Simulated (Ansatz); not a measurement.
# SnO: the cost of one run

Program: Ansatz 0.2.0. Level of theory: DFT PBE+D3(BJ), scalar-relativistic, plane waves, PAW. These are calculated values, not measurements.

3 further runs of the same task are left out: 3 set aside as unsound or not needed.

### 1 The structure to begin with

The structure is tetragonal, space group P4/mmm (No. 123). Conventional cell: a = 3.820 Å, b = 3.820 Å, c = 22.226 Å, α = 90.00°, β = 90.00°, γ = 90.00°. Sn (site symmetry 4mm) has 4 O at 2.25 Å as nearest neighbours. Around O (site symmetry 2mm) lie 4 Sn at 2.25 Å.

Structure file:

```
CELL_PARAMETERS angstrom
3.82015 0.00030 0.00000
-0.00031 3.82015 0.00000
0.00000 0.00000 22.22608
ATOMIC_POSITIONS crystal
Sn 0.99995 0.99995 0.20246
O 0.99995 0.49995 0.25562
O 0.49995 0.99995 0.25562
Sn 0.49995 0.49995 0.30878
Sn 0.49995 0.49995 0.48875
O 0.49994 0.99994 0.54191
O 0.99994 0.49994 0.54191
Sn 0.99995 0.99995 0.59507
```

This is the geometry of the first run shown, built on a cell relaxed beforehand with the same method.

### 2 What is varied

Atoms count from 1 in the order of the input.

The upper layer of a bilayer is slid over the lower one; relaxed at each slide: nothing; the origin of the map has Sn5 above Sn4; the distance between the facing planes is held at 4.00 Å.

First coordinate, slide of the upper layer along the first cell vector, from Sn5 above Sn4: 8 values from 0.000 to 0.875, periodic. Second coordinate, slide of the upper layer along the second cell vector, from Sn5 above Sn4: 8 values from 0.000 to 0.875, periodic.

Nothing else is relaxed. Points are written as (first, second).

The two vectors of the plane (Å): (3.820, 0.000, 0.000); (0.000, 3.820, 0.000).

### 3 Grid point (0/8, 0/8) of the map's two axes

The cell repeats along c, and a dipole correction in the vacuum removes the field between the copies.

input.yaml

```yaml
crystal:
  lattice:
    - [3.8201526697, 0.0002954396, 0.0]
    - [-0.0003145245, 3.8201526682, 0.0]
    - [0.0, 0.0, 22.2260755522]
  atoms:
    - { symbol: Sn, position: [0.9999453086, 0.9999453086, 0.2024648926] }
    - { symbol: O, position: [0.9999461247, 0.4999461247, 0.2556240248] }
    - { symbol: O, position: [0.4999461247, 0.9999461247, 0.2556240248] }
    - { symbol: Sn, position: [0.4999453086, 0.4999453086, 0.308783157] }
    - { symbol: Sn, position: [0.4999453086, 0.4999453086, 0.4887519504] }
    - { symbol: O, position: [0.4999444925, 0.9999444925, 0.5419110826] }
    - { symbol: O, position: [0.9999444925, 0.4999444925, 0.5419110826] }
    - { symbol: Sn, position: [0.9999453086, 0.9999453086, 0.5950702148] }
basis:
  ecutwfc: 420
kpoints:
  mp_grid: { grid: [7, 7, 1] }
hamiltonian:
  xc: pbe
  pseudopotentials: { kind: paw, azcp: { folder: soft_1 } }
  dispersion: d3bj
scf:
  occupations: { method: gaussian, width: 0.05 }
output:
  forces: true
  eigenvalues: true
efield:
  axis: 3
  dipole_correction: true
  ramp_width: 0.04
```

Started as:

```
> ansatz run input.yaml --threads 1 --pin off --max-ram 3072MiB --backend cpu --events-out ev --progress --plain --runs-dir out
```

What time and memory should one allow on 1 thread of Arm Neoverse N1, shared host?

About 35 s, with a peak of 0.46 GiB.
